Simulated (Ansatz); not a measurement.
Si:

```
CELL_PARAMETERS angstrom
4.12095 0.00000 0.00000
-2.06047 3.56885 0.00000
0.00000 0.00000 2.65479
ATOMIC_POSITIONS crystal
Si 0.33333 0.66667 0.50000
Si 0.66667 0.33333 0.50000
```

The cell was built by a generator and needn't be a form met in nature.

```yaml
Program: Ansatz 0.2.0
Task: relaxation of cell and atoms
Functional: B3LYP
Potentials_or_basis: Ansatz PAW
Cutoff: "420 eV (not typed: the program's choice for these potentials)"
k_mesh: 4 × 4 × 5
Occupations: fermi-dirac, width 0.05 eV
Spin: no spin polarisation
```

At the start: volume 19.52 Å³/atom.

Question: Where does the relaxation end?

Answer: It ends after 5 steps and the volume is 19.69 Å³/atom (+0.9 %); space group P6/mmm (No. 191, to 0.05 Å).

Step by step:
| step | energy change (eV) | largest force (eV/Å) | volume (Å³) |
| --- | --- | --- | --- |
| 1 | 0.0000 | 0.0000 | 39.04 |
| 2 | -0.0326 | 0.0000 | 38.83 |
| 3 | -0.0346 | 0.0000 | 39.30 |
| 4 | -0.0346 | 0.0000 | 39.39 |
| 5 | -0.0347 | 0.0000 | 39.39 |

Final structure:
```
Si
1.0
     4.18640    0.00000    0.00000
    -2.09320    3.62553    0.00000
     0.00000    0.00000    2.59522
Si
2
Direct
  0.33333 0.66667 0.50000
  0.66667 0.33333 0.50000
```

Caveat: the k mesh is coarse (spacing up to 0.47 Å⁻¹), so the values aren't converged, least of all with exact exchange; the plane-wave basis is chosen anew once the cell has moved, so the energies of steps on either side of that aren't comparable; the PAW data sets come from PBE, with cores solved anew for the run's functional, which leaves a small shift of forces and pressure.
